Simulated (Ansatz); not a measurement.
CrO₂ (CdI2-type structure)

Level of theory: DFT, PBEsol, scalar-relativistic, collinear spin; plane waves to 420 eV with PAW datasets (Ansatz 0.2.0), Γ-centred 12×12×6 mesh, 0.05 eV Gaussian smearing; PAW files: Ansatz's generated set soft_2.

```
Cr O
1.0
     2.85692    0.00000    0.00000
    -1.42846    2.47417    0.00000
     0.00000    0.00000    4.87118
Cr O
1 2
Direct
  0.00000 0.00000 0.00000
  0.33333 0.66667 0.19389
  0.66667 0.33333 0.80611
```

The start was a prototype's sites filled with these elements. The Crystallography Open Database lists the compound in space group P42/mnm, so this is a trial structure.

Magnetic state: ferromagnetic, site spin moments Cr 1.70 μB.

Cell and atoms are those of this level's equilibrium.

The cell has space group P-3m1 (read at 0.01 Å). In it the stress is 0.00, 0.00, 0.04, 0.00, 0.00, 0.00 GPa and the largest force component 0.000 eV/Å. Each change below starts from this cell, without further relaxation. Stress is in GPa, positive in compression, in the order xx, yy, zz, yz, xz, xy; energies are counted from the cell above and are free energies with the smearing's entropy, which match forces and stress in a metal.

Task: What happens when atom 3 (O) is moved by 0.02 Å along y?

Result: The energy changes by 1.8 meV per cell, and the force on it along the shift is -0.184 eV/Å (−F/u = 9.20 eV/Å²). Stress: -0.31, 0.38, 0.07, 1.14, 0.00, 0.00.
```tsv
atom	Fx (eV/Å)	Fy	Fz
Cr1	0.000	0.107	0.007
O2	0.000	0.077	0.001
O3	0.000	-0.184	-0.007
```
In a harmonic crystal the energy would rise by −½F·u = ½ × 9.20 × 0.02² eV = 1.8 meV, which matches.

Task: What stress follows from an engineering strain of 2 % in yy, atoms carried along?

Result: -3.72, -7.04, -2.25, -0.44, 0.00, 0.00 GPa; the energy changes by 15.5 meV per cell.
| atom | Fx (eV/Å) | Fy | Fz |
| --- | --- | --- | --- |
| Cr1 | 0.000 | 0.000 | 0.000 |
| O2 | 0.000 | -0.049 | -0.263 |
| O3 | 0.000 | 0.049 | 0.263 |
The change of the stress over the strain gives a clamped-atom stiffness of about 352 GPa for this component, a secant value that lies under the elastic constant in tension and over it in compression, by several per cent for each per cent of strain.
In a harmonic crystal the energy would rise by V(½Cε² − σ₀ε), with σ₀ the stress of the unstrained cell, = 15.1 meV, which matches.

Site moments are of spin, integrated over atomic spheres. The structure is built of weakly bound layers, and this functional has no dispersion term, so their spacing and all that hangs on it (volume, the soft elastic constants, low modes, dielectric constants) are poorly given. Compounds of this kind are often insulators, Mott or charge-transfer ones with an open 3d shell, so the metal found may come from the functional, which lacks a U or exact exchange, or from the structure. No antiparallel order was tried.
